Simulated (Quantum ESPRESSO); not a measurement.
Crystal: Tl.

```
CELL_PARAMETERS angstrom
0.00000 2.46634 2.46634
2.46634 0.00000 2.46634
2.46634 2.46634 0.00000
ATOMIC_POSITIONS crystal
Tl 0.00000 0.00000 0.00000
```

This isn't the form of Tl at room conditions, which is hcp.

| Property | Result |
| --- | --- |
| Program | Quantum ESPRESSO 7.5 |
| Task | single point |
| Functional | PBE |
| Potentials or basis | SSSP 1.3 efficiency PBE |
| Cutoff | 748 eV |
| Density cutoff | 5987 eV |
| k mesh | 9 × 9 × 9 |
| Occupations | fermi-dirac, width 0.05 eV |
| Spin | no spin polarisation |

On this cell: pressure 0.8 GPa; band gap on the k mesh none (metal or under the smearing width).

The same run follows on a disturbed copy (cell strained at random at fixed volume):

```
Tl
1.0
     0.01848    2.48807    2.49753
     2.48265    0.02130    2.49471
     2.45902    2.46162    0.04492
Tl
1
Direct
  0.00035 0.99929 0.99880
```

What changes?

The energy (extrapolated to zero smearing) moves by +1.3 meV/atom; pressure 0.8 GPa; band gap on the k mesh none (metal or under the smearing width).

Stress tensor (GPa, compression positive):
```
 0.81 -0.01 -0.20
-0.01  0.81 -0.21
-0.20 -0.21  0.77
```
